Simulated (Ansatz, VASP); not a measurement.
Given: the input of a run of Ansatz 0.2.0 on Ag.

File input.yaml:

```yaml
crystal:
  lattice:
    - [0.0, 2.04275, 2.04275]
    - [2.04275, 0.0, 2.04275]
    - [2.04275, 2.04275, 0.0]
  atoms:
    - { symbol: Ag, position: [0.0, 0.0, 0.0] }
hamiltonian:
  xc: lda
  pseudopotentials: { kind: paw_fr }
magnetization:
  noncollinear: true
  spin_orbit: true
kpoints:
  mp_grid: { grid: [8, 8, 8] }
scf:
  occupations: { method: methfessel_paxton, width: 0.1 }
output:
  forces: true
  stress: true
  eigenvalues: true
```

Potentials or basis: Ansatz PAW.

Command:

```sh
$ ansatz run input.yaml --threads 2 --pin off --max-ram 5632MiB --backend cpu --events-out ev --progress --plain --runs-dir out
```

Task: Set up the same calculation for VASP 6.6.1. Potentials there: VASP PAW LDA potentials, release 64 (Ag).

Result: As run (the cutoff follows the program's own potentials):

Contents of run.py:

```python
from ase.calculators.vasp import Vasp
from ase.dft.bandgap import bandgap
from ase.io import read

atoms = read('POSCAR')
calc = Vasp(
    directory='calc',
    xc='lda',
    pp='LDA',
    setups='recommended',
    prec='Accurate',
    encut=520,
    ediff=1e-06,
    ismear=1,
    sigma=0.1,
    lreal=False,
    lasph=True,
    nelm=100,
    algo='Normal',
    isif=2,
    lwave=False,
    lcharg=False,
    lnoncollinear=True,
    lorbit=11,
    lsorbit=True,
    gga_compat=False,
    lmaxmix=4,
    kpts=[8, 8, 8],
    gamma=True,
)
atoms.calc = calc

print('energy (eV):', atoms.get_potential_energy())
print('free energy (eV):', atoms.get_potential_energy(force_consistent=True))
print('forces (eV/A):')
print(atoms.get_forces())
print('stress (eV/A^3, Voigt):', atoms.get_stress())
print('Fermi level (eV):', calc.get_fermi_level())
gap, top, bottom = bandgap(calc)
print('band gap (eV):', gap, 'from (spin, k, band)', top, 'to', bottom)
```

File POSCAR:

```
Ag
1.0
    0.0000000000      2.0427500000      2.0427500000
    2.0427500000      0.0000000000      2.0427500000
    2.0427500000      2.0427500000      0.0000000000
Ag
1
Direct
    0.0000000000      0.0000000000      0.0000000000
```

Potentials or basis: VASP PAW LDA potentials, release 64 (Ag).

Command:

```bash
$ python run.py
```

Both were run:

|  | VASP | Ansatz | Ansatz less VASP |
| --- | --- | --- | --- |
| gap on the k mesh at the Fermi level (eV) | none | none | - |
| pressure (GPa) | -6.6 | -6.9 | -0.21 |

A gap of «none» marks a metal or a gap that the smearing closes. The two sets of potentials don't hold the same shells in valence.

Caveats: the PAW data sets come from PBE, with cores solved anew for the run's functional, which leaves a small shift of forces and pressure (Ansatz).
